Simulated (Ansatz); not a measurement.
# Ga (fcc): energy against volume

These are results of DFT, RPBE, plane waves (420 eV) with PAW, scalar-relativistic (Ansatz), not measurements. (PAW data from PBE, frozen cores regenerated.)

The cell is scaled uniformly from the relaxed one, with fractional coordinates and shape fixed. Energies are extrapolated to zero smearing, pressures are those at the given smearing. Magnetic state: spin not included.

A Birch-Murnaghan fit gives V₀ = 19.57 Å³/atom, B₀ = 44 GPa, B₀′ = 5.3.

What are the energy above the minimum and the pressure at 18.110 Å³/atom?

17.5 meV/atom and 4.30 GPa as computed.

What are the energy above the minimum and the pressure at 20.472 Å³/atom?

5.2 meV/atom and -1.64 GPa as computed.

What are the energy above the minimum and the pressure at 21.259 Å³/atom?

16.9 meV/atom and -2.83 GPa as computed.
